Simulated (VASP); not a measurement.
The system is Ge.

```
Ge
1.0
     3.48472    0.00000    0.00000
    -0.97681    3.75343    0.00000
    -1.34628   -0.30585    4.03309
Ge
2
Direct
  0.14880 0.42307 0.34245
  0.43104 0.67376 0.78186
```

The cell was built by a generator and needn't be a form met in nature.

The cell isn't the ideal one: random cell without symmetry.

```yaml
Program: VASP 6.6.1
Task: relaxation of cell and atoms
Functional: PBE
Potentials_or_basis: VASP PAW PBE potentials, release 64 (Ge_d)
Cutoff: 600 eV
k_mesh: 6 × 4 × 4
Occupations: gaussian, width 0.1 eV
Spin: no spin polarisation
```

At the start: pressure 14.2 GPa; volume 26.38 Å³/atom.

Task: Where does the relaxation end?

Result: Over 63 steps the energy falls by 1482.0 meV/atom and the volume is 19.78 Å³/atom (-25.0 %); space group P-1 (No. 2, to 0.05 Å).

Step by step:
```
step  energy change (eV)  largest force (eV/Å)  pressure (GPa)  volume (Å³)
   1              0.0000               10.8384           14.17        52.75
   3             -1.5531                1.0993           -3.34        67.49
   5             -1.9929                0.3423           -7.64        60.34
   7             -2.1791                0.5652           -6.52        56.31
   9             -2.4722                0.5026           -3.30        49.07
  11             -2.5222                1.0332           -0.02        45.21
  13             -2.6863                0.8204            3.27        40.54
  15             -2.7657                0.3248           -1.39        42.63
  17             -2.8390                0.2016           -0.46        41.09
  19             -2.8432                0.2215            0.33        40.46
  21             -2.8541                0.0709           -0.01        40.37
  23             -2.8570                0.0753           -0.03        40.31
  25             -2.8384                0.2471            0.81        39.56
  27             -2.8699                0.1310            0.21        40.06
  29             -2.8718                0.1215            0.15        40.03
  31             -2.8722                0.1110            0.12        40.01
  33             -2.8781                0.1186            0.09        40.03
  35             -2.8888                0.1958           -0.01        40.10
  37             -2.8962                0.1451           -0.13        40.12
  39             -2.8992                0.1176           -0.12        40.09
  41             -2.9114                0.1437            0.16        39.77
  43             -2.9123                0.4091            0.86        39.26
  45             -2.9077                0.4629            1.17        39.33
  47             -2.9221                0.3961            0.71        39.37
  49             -2.9390                0.1826           -0.64        40.01
  51             -2.9435                0.1312           -0.62        39.96
  53             -2.9444                0.1188            2.13        38.57
  55             -2.9570                0.0611            0.42        39.37
  57             -2.9595                0.0824            0.24        39.48
  59             -2.9619                0.0903           -0.13        39.67
  61             -2.9634                0.0554            0.12        39.53
  63             -2.9640                0.0315           -0.01        39.56
```

Final structure:
```yaml
crystal:
  lattice:
    - [3.64033, -0.22064, 0.00515]
    - [-1.22418, 3.08271, 0.52849]
    - [-1.37824, 0.46275, 3.67701]
  atoms:
    - { symbol: Ge, position: [0.04023, 0.30112, 0.31353] }
    - { symbol: Ge, position: [0.53960, 0.79571, 0.81078] }
```

Caveat: the k mesh is coarse (spacing up to 0.42 Å⁻¹), so the values aren't converged; the volume moved by over 15 % at a fixed basis, so the end points are rough.
